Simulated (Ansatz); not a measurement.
MgS (Niningerite):

```
S Mg
1.0
     0.00000    2.60165    2.60165
     2.60165    0.00000    2.60165
     2.60165    2.60165    0.00000
S Mg
1 1
Direct
  0.50000 0.50000 0.50000
  0.00000 0.00000 0.00000
```

Base run:

| Property | Result |
| --- | --- |
| Program | Ansatz 0.2.0 |
| Functional | r2SCANh |
| Potentials or basis | Ansatz PAW |
| Cutoff | 500 eV (not typed: the program's choice for these potentials) |
| k mesh | 5 × 5 × 5 |
| Occupations | fermi-dirac, width 0.05 eV |
| Spin | no spin polarisation |

Its results: pressure -0.3 GPa.

Problem. The run is repeated on the same cell with these changes: functional from r2SCANh to r2SCAN0. What comes out?

Solution. Pressure -0.8 GPa.

Caveats: the PAW data sets come from PBE, with cores solved anew for the run's functional, which leaves a small shift of forces and pressure; the thresholds are loose for stress.
